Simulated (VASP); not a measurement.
Crystal: SnS.

```
Sn S
1.0
    11.20000    0.00000    0.00000
     0.00000    3.98700    0.00000
     0.00000    0.00000    4.33400
Sn S
4 4
Direct
  0.11940 0.25000 0.11980
  0.38060 0.75000 0.61980
  0.61940 0.25000 0.38020
  0.88060 0.75000 0.88020
  0.85080 0.25000 0.47930
  0.64920 0.75000 0.97930
  0.35080 0.25000 0.02070
  0.14920 0.75000 0.52070
```

| Property | Result |
| --- | --- |
| Program | VASP 6.6.1 |
| Task | relaxation of cell and atoms |
| Functional | PBE |
| Potentials or basis | VASP PAW PBE potentials, release 64 (Sn_d, S) |
| Cutoff | 600 eV |
| k mesh | 4 × 8 × 6 |
| Occupations | gaussian, width 0.03 eV |
| Spin | no spin polarisation |

At the start: pressure 2.3 GPa; volume 24.19 Å³/atom.

Q: How do energy, volume and symmetry change on relaxing?

A: Over 14 steps the energy falls by 7.8 meV/atom and the volume is 25.59 Å³/atom (+5.8 %); space group Pnma (No. 62, to 0.05 Å).

The path:
```tsv
step	energy change (eV)	largest force (eV/Å)	pressure (GPa)	volume (Å³)
1	0.0000	0.1392	2.28	193.53
2	-0.0413	0.2309	-0.75	203.32
3	-0.0497	0.1269	0.08	200.38
4	-0.0530	0.1042	0.07	200.95
5	-0.0590	0.0366	0.04	202.67
6	-0.0546	0.0962	0.03	206.14
7	-0.0600	0.0116	0.03	203.70
8	-0.0613	0.0237	-0.02	204.27
9	-0.0615	0.0332	-0.06	204.62
10	-0.0619	0.0162	0.07	204.43
11	-0.0620	0.0120	0.05	204.48
12	-0.0620	0.0163	-0.07	204.91
13	-0.0620	0.0103	0.01	204.68
14	-0.0620	0.0100	-0.01	204.71
```

Final structure:
```
Sn S
1.0
    11.45574    0.00000    0.00000
     0.00000    4.02782    0.00000
     0.00000    0.00000    4.43649
Sn S
4 4
Direct
  0.12211 0.25000 0.12361
  0.37789 0.75000 0.62361
  0.62211 0.25000 0.37639
  0.87789 0.75000 0.87639
  0.85003 0.25000 0.48081
  0.64997 0.75000 0.98081
  0.35003 0.25000 0.01919
  0.14997 0.75000 0.51919
```
